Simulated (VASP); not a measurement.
# CdS (Hawleyite) (F-43m) in VASP: further runs

One crystal, CdS (Hawleyite), is run at these levels: PBEsol; tasks: single point.

Program: VASP 6.6.1. These are calculated values, not measurements. Logs are shortened: lines on timing, memory, paths and dates and some standing lists are left out, and cuts for length are marked.

### Step 1. Starting point

Symmetry: F-43m, No. 216, cubic system. Conventional cell: a = 5.833 Å, b = 5.833 Å, c = 5.833 Å, α = 90.00°, β = 90.00°, γ = 90.00°. Cd (site symmetry -43m) is surrounded by 4 S at 2.53 Å. S (site symmetry -43m) is surrounded by 4 Cd at 2.53 Å.

### Step 2. Single point, PBEsol, spin-orbit coupling, no magnetisation

The input, INCAR:

```
PREC     = Accurate       # precision mode
ENCUT    = 350            # plane-wave cutoff, eV
EDIFF    = 1E-7           # SCF threshold, eV
ISMEAR   = 0              # smearing method
SIGMA    = 0.02           # smearing width, eV
LREAL    = False          # projectors in reciprocal space
LASPH    = False          # aspherical terms in the spheres
NELM     = 100            # most SCF steps
ALGO     = Normal         # electronic algorithm
ISIF     = 2              # what is computed and relaxed
LWAVE    = False          # write WAVECAR
LCHARG   = False          # write CHGCAR
MAGMOM   = 0 0 0 0 0 0    # initial moments
LORBIT   = 11             # projections on sites
LSORBIT  = True           # spin-orbit coupling
GGA_COMPAT= False        
GGA      = PS             # functional
NBANDS   = 34             # bands
```

The input, KPOINTS:

```
regular mesh
0
Gamma
  7 7 7
```

The input, POSCAR:

```
CdS
1.0
    0.0000000000      2.9165000000      2.9165000000
    2.9165000000      0.0000000000      2.9165000000
    2.9165000000      2.9165000000      0.0000000000
Cd S
1 1
Direct
    0.0000000000      0.0000000000      0.0000000000
    0.7500000000      0.7500000000      0.7500000000
```

Potentials or basis: VASP PAW PBE potentials, release 64 (Cd, S).

Started as:

```sh
$ cat potpaw_PBE.64/Cd/POTCAR potpaw_PBE.64/S/POTCAR > POTCAR
$ mpirun -np 1 vasp_ncl > vasp.out
```

OUTCAR:

```text
PREC = Accurate
   ENCUT = 350
   EDIFF = 1E-7
   ISMEAR = 0
   LREAL = False
   LASPH = False
   NELM = 100
   ISIF = 2
   LORBIT = 11
   LSORBIT = True
   GGA = PS

 Found     30 irreducible k-points:

 Following reciprocal coordinates:
            Coordinates               Weight
  0.000000  0.000000  0.000000      1.000000
  0.142857  0.000000  0.000000      4.000000
 -0.142857  0.000000  0.000000      4.000000
  0.285714  0.000000  0.000000      4.000000
 -0.285714  0.000000  0.000000      4.000000
  0.428571  0.000000  0.000000      4.000000
   k-points           NKPTS =     30   k-points in BZ     NKDIM =     30   number of bands    NBANDS=     34
   number of dos      NEDOS =    301   number of ions     NIONS =      2
   total plane-waves  NPLWV =  21952
   dimension x,y,z NGX =    28 NGY =   28 NGZ =   28
   dimension x,y,z NGXF=    56 NGYF=   56 NGZF=   56
   ions per type =               1   1
   NGX,Y,Z   is equivalent  to a cutoff of  11.29, 11.29, 11.29 a.u.
   NGXF,Y,Z  is equivalent  to a cutoff of  22.57, 22.57, 22.57 a.u.
 SYSTEM =  unknown system
   PREC   = accura    normal or accurate (medium, high low for compatibility)
   ISTART =      0    job   : 0-new  1-cont  2-samecut
   ICHARG =      2    charge: 1-file 2-atom 10-const
   ISPIN  =      1    spin polarized calculation?
   LNONCOLLINEAR =      T non collinear calculations
   LSORBIT =      T    spin-orbit coupling
   LASPH  =      F    aspherical Exc in radial PAW
   ENCUT  =  350.0 eV  25.72 Ry    5.07 a.u.   6.29  6.29  6.29*2*pi/ulx,y,z
   NELM   =    100;   NELMIN=  2; NELMDL= -5     # of ELM steps
   EDIFF  = 0.1E-06   stopping-criterion for ELM
   LREAL  =      F    real-space projection
   EDIFFG = 0.1E-05   stopping-criterion for IOM
   NSW    =      0    number of steps for IOM
   IBRION =     -1    ionic relax: 0-MD 1-quasi-New 2-CG
[... 8 lines left out ...]
   EMIN   =  10.00;   EMAX   =-10.00  energy-range for DOS
   EFERMI =   0.00;   METHOD = LEGACY
   ISMEAR =     0;   SIGMA  =   0.02  broadening in eV -4-tet -1-fermi 0-gaus
   EFERMI_NEDOS =   21; number of points for ismear=-14 and -15
   IALGO  =     38    algorithm
   IMIX   =      4    mixing-type and parameters
     AMIX     =   0.40;   BMIX     =  1.00
     AMIX_MAG =   1.60;   BMIX_MAG =  1.00
  volume/ion in A,a.u.               =      24.81       167.41
  Fermi-wavevector in a.u.,A,eV,Ry     =   1.167599  2.206442 18.548649  1.363287
  Thomas-Fermi vector in A             =   2.304097
   LORBIT       =     11    0 simple, 1 ext, 2 COOP (PROOUT), +10 PAW based schemes
   GGA     = PS    functional components
   LHFCALC =     F    Hartree Fock is set to
   AEXX    =    0.0000 exact exchange contribution
   IVDW    =     0    specifies the selected vdW correction
   LEPSILON=     F    determine dielectric tensor
   LRPA    =     F    only Hartree local field effects (RPA)
 Gauss-broadening in eV      SIGMA  =   0.02
  energy-cutoff  :      350.00
  volume of cell :       49.62
 maximum number of plane-waves:      1508
 NGX is ok and might be reduce to    28
   NGX = 13   NGY = 13   NGZ = 13

 number of electron      17.9999989 magnetization       0.0000000      0.0000000      0.0000000

 number of electron      17.9999989 magnetization       0.0000000     -0.0000000     -0.0000000

 number of electron      17.9999989 magnetization      -0.0000000      0.0000000      0.0000000

 Free energy of the ion-electron system (eV)
  ---------------------------------------------------
  ext. energy  EPLUGINS =         0.00000000
  ---------------------------------------------------
  free energy    TOTEN  =        -6.83987399 eV

  energy without entropy =       -6.83987399  energy(sigma->0) =       -6.83987399

 E-fermi :   1.3979     XC(G=0):  -9.3788

 val. band max:        1.2295368825   @ k =   0.0000   0.0000   0.0000
 cond. band min:       2.2180960610   @ k =   0.0000   0.0000   0.0000
 fundamental gap:      0.9885591785
 Fermi energy:         1.3978736955

 k-point     1 :       0.0000    0.0000    0.0000
  band No.  band energies     occupation
      1     -11.1739      1.00000
      2     -11.1739      1.00000
      3      -6.7644      1.00000
      4      -6.7644      1.00000
      5      -6.7644      1.00000
      6      -6.7644      1.00000
[... 22 lines left out ...]
     29      12.6655      0.00000
     30      12.6655      0.00000

 k-point     2 :       0.1429    0.0000    0.0000
  band No.  band energies     occupation
      1     -11.0919      1.00000
      2     -11.0919      1.00000
      3      -6.7686      1.00000
      4      -6.7328      1.00000
      5      -6.7068      1.00000
      6      -6.7068      1.00000
[... 22 lines left out ...]
     29      11.9349      0.00000
     30      11.9583      0.00000

 k-point     3 :      -0.1429    0.0000    0.0000
  band No.  band energies     occupation
      1     -11.0919      1.00000
      2     -11.0919      1.00000
      3      -6.7686      1.00000
      4      -6.7328      1.00000
      5      -6.7068      1.00000
      6      -6.7068      1.00000
[... 22 lines left out ...]
     29      11.9349      0.00000
     30      11.9583      0.00000

 k-point     4 :       0.2857    0.0000    0.0000
  band No.  band energies     occupation
      1     -10.9063      1.00000
      2     -10.9063      1.00000
      3      -6.7485      1.00000
      4      -6.7035      1.00000
      5      -6.5318      1.00000
      6      -6.5318      1.00000
[... 22 lines left out ...]
     29      11.9085      0.00000
     30      11.9590      0.00000

 k-point     5 :      -0.2857    0.0000    0.0000
  band No.  band energies     occupation
      1     -10.9063      1.00000
      2     -10.9063      1.00000
      3      -6.7485      1.00000
      4      -6.7035      1.00000
      5      -6.5318      1.00000
      6      -6.5318      1.00000
[... 22 lines left out ...]
     29      11.9085      0.00000
     30      11.9590      0.00000

 k-point     6 :       0.4286    0.0000    0.0000
  band No.  band energies     occupation
      1     -10.7577      1.00000
      2     -10.7577      1.00000
      3      -6.7221      1.00000
      4      -6.7024      1.00000
      5      -6.3513      1.00000
      6      -6.3513      1.00000
[... 22 lines left out ...]
     29      13.1901      0.00000
     30      13.1901      0.00000

 [... further k-points ...]

 [bands above 30 left out]

------------------------ aborting loop because EDIFF is reached ----------------------------------------

  FORCE on cell =-STRESS in cart. coord.  units (eV):
  Direction    XX          YY          ZZ          XY          YZ          ZX
  --------------------------------------------------------------------------------------
  -------------------------------------------------------------------------------------
  Total       -0.0927881     -0.0927881     -0.0927881     -0.0000000     -0.0000000      0.0000000
  in kB       -2.9963103     -2.9963103     -2.9963103     -0.0000000     -0.0000000      0.0000000
  external PRESSURE =      -2.9963103 kB  Pullay stress =       0.0000000 kB

 VOLUME and BASIS-vectors are now :
 -----------------------------------------------------------------------------
  energy-cutoff  :      350.00
  volume of cell :       49.62
      direct lattice vectors                 reciprocal lattice vectors
     0.000000000  2.916500000  2.916500000    -0.171438368  0.171438368  0.171438368
     2.916500000  0.000000000  2.916500000     0.171438368 -0.171438368  0.171438368
     2.916500000  2.916500000  0.000000000     0.171438368  0.171438368 -0.171438368

 POSITION                                       TOTAL-FORCE (eV/Angst)
 -----------------------------------------------------------------------------------
      0.00000      0.00000      0.00000        -0.000000      0.000000     -0.000000
      4.37475      4.37475      4.37475         0.000000     -0.000000      0.000000
 -----------------------------------------------------------------------------------
    total drift:                               -0.000000     -0.000000     -0.000000

  FREE ENERGIE OF THE ION-ELECTRON SYSTEM (eV)
  ---------------------------------------------------
  free  energy   TOTEN  =        -6.8398739908 eV

  energy  without entropy=       -6.8398739908  energy(sigma->0) =       -6.83987399

 Spin-Orbit-Coupling matrix elements

 Ion:    1  E_soc:     -0.0573413
 l=   1
     0.0000000    -0.0025375    -0.0025375
    -0.0025375     0.0000000    -0.0025375
    -0.0025375    -0.0025375     0.0000000
 l=   2
     0.0000000    -0.0014327     0.0000000    -0.0014327    -0.0055867
    -0.0014327     0.0000000    -0.0041900    -0.0014327    -0.0013967
     0.0000000    -0.0041900     0.0000000    -0.0041900     0.0000000
    -0.0014327    -0.0014327    -0.0041900     0.0000000    -0.0013967
    -0.0055867    -0.0013967     0.0000000    -0.0013967     0.0000000
 l=   3
     0.0000000     0.0000000     0.0000000     0.0000000     0.0000000     0.0000000     0.0000000
     0.0000000     0.0000000     0.0000000     0.0000000     0.0000000     0.0000000     0.0000000
     0.0000000     0.0000000     0.0000000     0.0000000     0.0000000     0.0000000     0.0000000
     0.0000000     0.0000000     0.0000000     0.0000000     0.0000000     0.0000000     0.0000000
     0.0000000     0.0000000     0.0000000     0.0000000     0.0000000     0.0000000     0.0000000
     0.0000000     0.0000000     0.0000000     0.0000000     0.0000000     0.0000000     0.0000000
     0.0000000     0.0000000     0.0000000     0.0000000     0.0000000     0.0000000     0.0000000

 Ion:    2  E_soc:     -0.0021340
 l=   1
     0.0000000    -0.0003557    -0.0003557
    -0.0003557     0.0000000    -0.0003557
    -0.0003557    -0.0003557     0.0000000
 l=   2
     0.0000000     0.0000000     0.0000000     0.0000000     0.0000000
     0.0000000     0.0000000     0.0000000     0.0000000     0.0000000
     0.0000000     0.0000000     0.0000000     0.0000000     0.0000000
     0.0000000     0.0000000     0.0000000     0.0000000     0.0000000
     0.0000000     0.0000000     0.0000000     0.0000000     0.0000000
 l=   3
     0.0000000     0.0000000     0.0000000     0.0000000     0.0000000     0.0000000     0.0000000
     0.0000000     0.0000000     0.0000000     0.0000000     0.0000000     0.0000000     0.0000000
     0.0000000     0.0000000     0.0000000     0.0000000     0.0000000     0.0000000     0.0000000
     0.0000000     0.0000000     0.0000000     0.0000000     0.0000000     0.0000000     0.0000000
     0.0000000     0.0000000     0.0000000     0.0000000     0.0000000     0.0000000     0.0000000
     0.0000000     0.0000000     0.0000000     0.0000000     0.0000000     0.0000000     0.0000000
     0.0000000     0.0000000     0.0000000     0.0000000     0.0000000     0.0000000     0.0000000

 total charge

# of ion       s       p       d       tot
------------------------------------------
    1        0.432   0.333   9.544  10.309
    2        1.318   2.372   0.000   3.690
--------------------------------------------------
tot          1.750   2.705   9.544  14.000

 magnetization (x)

# of ion       s       p       d       tot
------------------------------------------
    1        0.000   0.000   0.000   0.000
    2        0.000   0.000   0.000   0.000
--------------------------------------------------
tot          0.000   0.000   0.000   0.000

 magnetization (y)

# of ion       s       p       d       tot
------------------------------------------
    1        0.000   0.000   0.000   0.000
    2        0.000   0.000   0.000   0.000
--------------------------------------------------
tot          0.000   0.000   0.000   0.000

 magnetization (z)

# of ion       s       p       d       tot
------------------------------------------
    1        0.000   0.000  -0.000   0.000
    2        0.000   0.000   0.000   0.000
--------------------------------------------------
tot          0.000   0.000  -0.000   0.000
```

Run time: 46 s. Hardware: 1 thread of Intel Xeon Platinum 8488C (Sapphire Rapids), shared host; peak memory 0.25 GiB.

The run converged, but some of its settings lie outside the range that counts as converged, so its numbers aren't taken as properties of the crystal.

What came out:

| Property | Result |
| --- | --- |
| Free energy | -6.8399 eV |
| Pressure | -0.3 GPa |
| Valence electrons inside the program's atomic spheres | Cd 10.31; S 3.69 |

Caveat: the PAW data sets were made with another functional, which shifts forces and pressure a little.

### Step 3. Single point, PBEsol, spin-orbit coupling, no magnetisation

Changes to INCAR since step 2:

```diff
@@ -1,3 +1,3 @@
 PREC     = Accurate       # precision mode
-ENCUT    = 350            # plane-wave cutoff, eV
+ENCUT    = 500            # plane-wave cutoff, eV
 EDIFF    = 1E-7           # SCF threshold, eV
@@ -6,3 +6,3 @@
 LREAL    = False          # projectors in reciprocal space
-LASPH    = False          # aspherical terms in the spheres
+LASPH    = True           # aspherical terms in the spheres
 NELM     = 100            # most SCF steps
```

The input, KPOINTS:

```
regular mesh
0
Gamma
  6 6 6
```

POSCAR is that of step 2.

Potentials or basis: VASP PAW PBE potentials, release 64 (Cd, S).

Started as:

```sh
$ cat potpaw_PBE.64/Cd/POTCAR potpaw_PBE.64/S/POTCAR > POTCAR
$ mpirun -np 1 vasp_ncl > vasp.out
```

Run time: 60 s. Hardware: 1 thread of Intel Xeon Platinum 8488C (Sapphire Rapids), shared host; peak memory 0.29 GiB.

These settings aren't checked as converged: the numbers below hold their error.

Results:

```
Free energy                                           : -6.8406 eV
Pressure                                              : 0.1 GPa
Valence electrons inside the program's atomic spheres : Cd 10.32; S 3.69
```

Caveat: the PAW data sets were made with another functional, which shifts forces and pressure a little.

### Step 4. Single point, PBEsol, spin-orbit coupling, no magnetisation

Changes to INCAR since step 3:

```diff
@@ -1,3 +1,3 @@
 PREC     = Accurate       # precision mode
-ENCUT    = 500            # plane-wave cutoff, eV
+ENCUT    = 400            # plane-wave cutoff, eV
 EDIFF    = 1E-7           # SCF threshold, eV
```

The input, KPOINTS:

```
regular mesh
0
Gamma
  7 7 7
```

POSCAR is that of step 3.

Potentials or basis: VASP PAW PBE potentials, release 64 (Cd, S).

Started as:

```sh
$ cat potpaw_PBE.64/Cd/POTCAR potpaw_PBE.64/S/POTCAR > POTCAR
$ mpirun -np 1 vasp_ncl > vasp.out
```

OUTCAR:

```text
PREC = Accurate
   ENCUT = 400
   EDIFF = 1E-7
   ISMEAR = 0
   LREAL = False
   LASPH = True
   NELM = 100
   ISIF = 2
   LORBIT = 11
   LSORBIT = True
   GGA = PS

 Found     30 irreducible k-points:

 Following reciprocal coordinates:
            Coordinates               Weight
  0.000000  0.000000  0.000000      1.000000
  0.142857  0.000000  0.000000      4.000000
 -0.142857  0.000000  0.000000      4.000000
  0.285714  0.000000  0.000000      4.000000
 -0.285714  0.000000  0.000000      4.000000
  0.428571  0.000000  0.000000      4.000000
   k-points           NKPTS =     30   k-points in BZ     NKDIM =     30   number of bands    NBANDS=     34
   number of dos      NEDOS =    301   number of ions     NIONS =      2
[... 346 lines left out ...]
     0.0000000     0.0000000     0.0000000     0.0000000     0.0000000     0.0000000     0.0000000
     0.0000000     0.0000000     0.0000000     0.0000000     0.0000000     0.0000000     0.0000000
     0.0000000     0.0000000     0.0000000     0.0000000     0.0000000     0.0000000     0.0000000
     0.0000000     0.0000000     0.0000000     0.0000000     0.0000000     0.0000000     0.0000000
     0.0000000     0.0000000     0.0000000     0.0000000     0.0000000     0.0000000     0.0000000
     0.0000000     0.0000000     0.0000000     0.0000000     0.0000000     0.0000000     0.0000000

 total charge

# of ion       s       p       d       tot
------------------------------------------
    1        0.432   0.333   9.556  10.321
    2        1.318   2.373   0.000   3.691
--------------------------------------------------
tot          1.750   2.706   9.556  14.012

 magnetization (x)

# of ion       s       p       d       tot
------------------------------------------
    1        0.000   0.000  -0.000   0.000
    2        0.000  -0.000   0.000  -0.000
--------------------------------------------------
tot          0.000   0.000  -0.000   0.000

 magnetization (y)

# of ion       s       p       d       tot
------------------------------------------
    1        0.000   0.000   0.000   0.000
    2        0.000  -0.000   0.000  -0.000
--------------------------------------------------
tot          0.000  -0.000   0.000  -0.000

 magnetization (z)

# of ion       s       p       d       tot
------------------------------------------
    1        0.000  -0.000   0.000  -0.000
    2       -0.000   0.000   0.000   0.000
--------------------------------------------------
tot          0.000  -0.000   0.000   0.000
```

OSZICAR:

```text
N       E                     dE             d eps       ncg     rms          rms(c)
DAV:   1     0.108591523248E+03    0.10859E+03   -0.74094E+03  2088   0.789E+02
DAV:   2    -0.176908553019E+01   -0.11036E+03   -0.10469E+03  2366   0.240E+02
DAV:   3    -0.729693651860E+01   -0.55279E+01   -0.54898E+01  2470   0.552E+01
DAV:   4    -0.734081113413E+01   -0.43875E-01   -0.43859E-01  2310   0.479E+00
DAV:   5    -0.734137779700E+01   -0.56666E-03   -0.56664E-03  2398   0.520E-01    0.795E+00
DAV:   6    -0.685996615318E+01    0.48141E+00   -0.58521E-01  2824   0.115E+01    0.633E+00
DAV:   7    -0.684423614330E+01    0.15730E-01   -0.22154E-01  2440   0.307E+00    0.306E+00
DAV:   8    -0.684180240206E+01    0.24337E-02   -0.22899E-02  2366   0.182E+00    0.391E-01
DAV:   9    -0.684102570510E+01    0.77670E-03   -0.23234E-03  2366   0.749E-01    0.204E-01
DAV:  10    -0.684112457991E+01   -0.98875E-04   -0.47715E-04  2268   0.165E-01    0.671E-02
DAV:  11    -0.684115235495E+01   -0.27775E-04   -0.15408E-04  2392   0.168E-01    0.393E-02
DAV:  12    -0.684116300880E+01   -0.10654E-04   -0.35618E-05  2150   0.554E-02    0.108E-02
DAV:  13    -0.684116301814E+01   -0.93330E-08   -0.27065E-06  2406   0.107E-02    0.588E-03
DAV:  14    -0.684116324310E+01   -0.22497E-06   -0.17481E-07  2024   0.282E-03    0.528E-03
DAV:  15    -0.684116325147E+01   -0.83701E-08   -0.10966E-07  1998   0.335E-03
   1 F= -.68411633E+01 E0= -.68411633E+01  d E =-.168212E-31  mag=     0.0000     0.0000    -0.0000
```

It took 59 s on 1 thread of Intel Xeon Platinum 8488C (Sapphire Rapids), shared host; peak memory 0.26 GiB.

These settings aren't checked as converged: the numbers below hold their error.

Results:

```yaml
Free_energy: -6.8412 eV
Pressure: -0.3 GPa
Valence_electrons_inside_the_program's_atomic_spheres: Cd 10.32; S 3.69
```

Caveat: the PAW data sets were made with another functional, which shifts forces and pressure a little.

### Step 5. Single point, PBEsol, spin-orbit coupling, no magnetisation

Changes to INCAR since step 4:

```diff
@@ -1,3 +1,3 @@
 PREC     = Accurate       # precision mode
-ENCUT    = 400            # plane-wave cutoff, eV
+ENCUT    = 350            # plane-wave cutoff, eV
 EDIFF    = 1E-7           # SCF threshold, eV
```

The input, KPOINTS:

```
regular mesh
0
Gamma
  8 8 8
```

POSCAR is that of step 4.

Started as:

```sh
$ cat potpaw_PBE.64/Cd/POTCAR potpaw_PBE.64/S/POTCAR > POTCAR
$ mpirun -np 1 vasp_ncl > vasp.out
```

It took 64 s on 1 thread of Intel Xeon Platinum 8488C (Sapphire Rapids), shared host; peak memory 0.26 GiB.

The run converged, but some of its settings lie outside the range that counts as converged, so its numbers aren't taken as properties of the crystal.

What came out:

| Property | Result |
| --- | --- |
| Free energy | -6.8408 eV |
| Pressure | -0.3 GPa |
| Valence electrons inside the program's atomic spheres | Cd 10.31; S 3.69 |

Caveat: the PAW data sets were made with another functional, which shifts forces and pressure a little.
